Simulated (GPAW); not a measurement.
Set up this calculation in GPAW 26.7.0, as an ASE script.

- Task: single point
- Functional: PBEsol
- Potentials or basis: PAW data sets generated in the run's folder for this functional
- Cutoff: 800 eV
- Basis: pw
- k mesh: 11 × 11 × 6
- Occupations: fermi-dirac, width 0.05 eV
- Spin: collinear spin, ferromagnetic start
- Starting moments: [1.0, 0.0, 0.0] μB
- Hubbard terms: Ni d U = 7 eV
- Maxiter: 150

The system is NiO2.

```
Ni O
1.0
     2.83561    0.00000    0.00000
    -1.41781    2.45571    0.00000
     0.00000    0.00000    4.67905
Ni O
1 2
Direct
  0.00000 0.00000 0.50000
  0.33333 0.66667 0.29396
  0.66667 0.33333 0.70604
```

The cell comes from a database or a generator and needn't be the stable form of this composition.

The cell isn't the ideal one: volume scaled by 1.04.

The input as run:

run.py

```python
from ase import Atoms
from ase.dft.bandgap import bandgap
from ase.io import write
from ase.units import GPa
from gpaw import GPAW, PW, setup_paths

setup_paths.insert(0, '.')

atoms = Atoms(['Ni', 'O', 'O'],
              cell=[[2.8356121658, 0.0, 0.0],
                    [-1.4178060829, 2.4557121709, 0.0],
                    [0.0, 0.0, 4.6790467194]],
              scaled_positions=[[0.0, 0.0, 0.5],
                                [0.3333333333, 0.6666666667, 0.293961],
                                [0.6666666667, 0.3333333333, 0.706039]],
              pbc=True)
atoms.set_initial_magnetic_moments([1.0, 0.0, 0.0])

calc = GPAW(mode=PW(800),
            xc='PBEsol',
            kpts={'size': (11, 11, 6), 'gamma': True},
            occupations={'name': 'fermi-dirac', 'width': 0.05},
            setups={'Ni': ':d,7.0'},
            nbands=26,
            convergence={'density': 1e-05, 'energy': 1e-05},
            maxiter=150,
            txt='gpaw.txt')
atoms.calc = calc
energy = atoms.get_potential_energy()
forces = atoms.get_forces()
stress = atoms.get_stress()
calc.write('gs.gpw')
write('result.traj', atoms)
print(f'Energy: {energy:.6f} eV')
print('Forces (eV/A):')
print(forces.round(4))
print('Stress (GPa):', (stress / GPa).round(3))
print('Moments:', calc.get_magnetic_moments().round(3))
print('Fermi level:', round(calc.get_fermi_level(), 4), 'eV')
print(f'Gap: {bandgap(calc)[0]:.4f} eV, direct: {bandgap(calc, direct=True)[0]:.4f} eV')
```

Potentials or basis: PAW data sets generated in the run's folder for this functional, pw.

The run is started by

```sh
$ gpaw-setup -f PBEsol Ni O
$ OMP_NUM_THREADS=1 python run.py
```

Results of the run:

```
Pressure               : -4.9 GPa
Largest force          : 0.447 eV/Å
Band gap on the k mesh : 0.17 eV, indirect (least direct gap 0.48 eV)
Net moment             : 0.00 μB per cell
Site moments           : Ni +0.80; O -0.25 μB
```

Caveat: the stock nickel data set gives pressures a few GPa off other programs; an odd mesh through Γ misses points on the zone boundary, where band edges often lie.

Run time: 2.7 min on 1 thread of Arm Neoverse V2, on a shared host, peak memory 0.3 GiB.
